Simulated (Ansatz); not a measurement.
# In2O3: the cost of one run

Method: DFT PBEsol, scalar-relativistic, plane waves, PAW, in Ansatz 0.2.0.

4 further runs of the same task are left out: 1 that didn't finish, 3 set aside as unsound or not needed.

### 1 The system as given

The cell holds 39 atoms (In15O24): a = 8.000 Å, b = 8.000 Å, c = 8.000 Å, α = 87.11°, β = 87.11°, γ = 87.11°.

The coordinates of this cell stand in the input of its own run.

The host was relaxed before at PBEsol: a = 5.512 Å, b = 5.512 Å, c = 14.537 Å, α = 90.00°, β = 90.00°, γ = 120.00° (conventional cell), 12.752 Å³/atom.

Places, in fractions of the supercell: a vacancy on In at (0.643, 0.643, 0.643). Its neighbours start displaced at random by about 0.03 Å.

### 2 Band edges of the host over the zone

input.yaml reads:

```yaml
crystal:
  lattice:
    - [2.7562186657, 1.5913035886, 4.8456979698]
    - [-2.7562186657, 1.5913035886, 4.8456979698]
    - [0.0, -3.1826071772, 4.8456979698]
  atoms:
    - { symbol: In, position: [0.642552806, 0.642552806, 0.642552806] }
    - { symbol: In, position: [0.857447194, 0.857447194, 0.857447194] }
    - { symbol: In, position: [0.357447194, 0.357447194, 0.357447194] }
    - { symbol: In, position: [0.142552806, 0.142552806, 0.142552806] }
    - { symbol: O, position: [0.0458555502, 0.75, 0.4541444498] }
    - { symbol: O, position: [0.75, 0.4541444498, 0.0458555502] }
    - { symbol: O, position: [0.4541444498, 0.0458555502, 0.75] }
    - { symbol: O, position: [0.9541444498, 0.25, 0.5458555502] }
    - { symbol: O, position: [0.5458555502, 0.9541444498, 0.25] }
    - { symbol: O, position: [0.25, 0.5458555502, 0.9541444498] }
basis:
  ecutwfc: 420
  xc_grid: 2
kpoints:
  mp_grid: { grid: [6, 6, 6] }
  band_path: { path: [VBM, CBM], npoints: 2 }
hamiltonian:
  xc: pbesol
scf:
  occupations: { method: gaussian, width: 0.02 }
output:
  forces: true
  stress: true
  eigenvalues: true
```

The run is started by

```console
$ ansatz run input.yaml --threads 8 --pin off --max-ram 16384MiB --backend cpu --events-out ev --progress --plain --runs-dir out
```

**Question.** How long does this run take on 8 threads of Arm Neoverse V2, shared host, and how much memory does it need?

About 6.5 s, with a peak of 0.71 GiB.
